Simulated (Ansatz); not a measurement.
# BN: restoring forces

BN is deformed so: atom 2 (N) moved by (0.030, 0.000, 0.000) Å. What stress and forces result, by LAPW, PAW and all-electron datasets made for the crystal?

Program: Ansatz 0.2.0. Level of theory: DFT PBE, scalar-relativistic. These are calculated values, not measurements.

## (1) The system as given

Symmetry: F-43m, No. 216, cubic system. The conventional cell has a = 3.615 Å, b = 3.615 Å, c = 3.615 Å, α = 90.00°, β = 90.00°, γ = 90.00°. B (site symmetry -43m) has 4 N at 1.57 Å as nearest neighbours. N (site symmetry -43m) is surrounded by 4 B at 1.57 Å.

As a file:

```xyz
2
Lattice="0.0000 1.8075 1.8075 1.8075 0.0000 1.8075 1.8075 1.8075 0.0000" Properties=species:S:1:pos:R:3 pbc="T T T"
B     0.0000    0.0000    0.0000
N     2.7113    2.7113    2.7113
```

Atoms are numbered in the order of the input: B1, N2.

## (2) After the deformation

Space group F-43m before, Imm2 after.

## (3) Full-potential LAPW

input.yaml

```yaml
crystal:
  lattice:
    - [0.0, 1.8075, 1.8075]
    - [1.8075, 0.0, 1.8075]
    - [1.8075, 1.8075, 0.0]
  atoms:
    - { symbol: B, position: [0.0, 0.0, 0.0] }
    - { symbol: "N", position: [0.7417012448, 0.7582987552, 0.7582987552] }
kpoints:
  mp_grid: { grid: [13, 13, 13] }
scf:
  occupations: { method: fermi_dirac, width: 0.03 }
hamiltonian:
  xc: pbe
  pseudopotentials: { kind: all_electron, lapw: { basis_error: 0.001 } }
output:
  forces: true
  stress: true
  eigenvalues: true
```

## (4) PAW on the default files

Changes to input.yaml since step 3:

```diff
@@ -14,3 +14,3 @@
   xc: pbe
-  pseudopotentials: { kind: all_electron, lapw: { basis_error: 0.001 } }
+  pseudopotentials: { kind: paw }
 output:
@@ -19 +19,2 @@
   eigenvalues: true
+  efg: { contact_densities: true }
```

## (5) All-electron PAW on datasets made for the crystal

Changes to input.yaml since step 4:

```diff
@@ -14,3 +14,3 @@
   xc: pbe
-  pseudopotentials: { kind: paw }
+  pseudopotentials: { kind: all_electron, datasets: crystal }
 output:
```

(Steps that only read results are left out.)

Q: Predict the outcome of this session. Wanted: pressure; largest shear or deviatoric stress; force on N2 along the move.

The runs gave:

```
                                 quantity                                           value
                                 pressure  LAPW 3.29, PAW 3.29, crystal datasets 3.29 GPa
largest shear or deviatoric stress (LAPW)                                        0.70 GPa
               force on N2 along the move                                     -0.723 eV/Å
```

**Reading.** The force on N2 points against the move, a stiffness of 24.10 eV/Å² with all periodic images moving together. No run of the undeformed cell stands beside it, so the pressure holds what the given cell had before the change. PAW: stress within 0.01 GPa of LAPW, forces within 1 meV/Å. Crystal datasets: stress within 0.01 GPa of LAPW, forces within 1 meV/Å.
